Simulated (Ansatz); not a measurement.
Consider ZnTe in the zinc blende structure (space group F-43m, No. 216; a = 6.0657 Å). Axes: x, y, z lie along the cube axes.

All numbers come from Kohn–Sham DFT with the PBEsol functional, run in Ansatz (an electronic-structure program) with PAW and 420 eV plane waves, no SOC.

One thing is altered: the cell is compressed by 2.75 % along z with no lateral relaxation, atoms relaxed at fixed cell.

Task: Predict the stress tensor and what it implies for the stiffness.

Result: Stress of the strained cell less that of the base (GPa, compression positive):
```
   1.21    0.00    0.00
   0.00    1.21    0.00
   0.00    0.00    2.03
```

Then −Δσ_ii/ε with ε = -0.0275 gives secant stiffness values (nonlinear terms included at this strain): C33 ≈ 74 GPa, C13 ≈ 44 GPa and C23 ≈ 44 GPa.

As a check, the harmonic strain energy −½ V₀ Δσ:ε is 4.9 meV/atom; the computed energy rise is 4.8 meV/atom.

Whether these cells are dynamically stable was not tested.
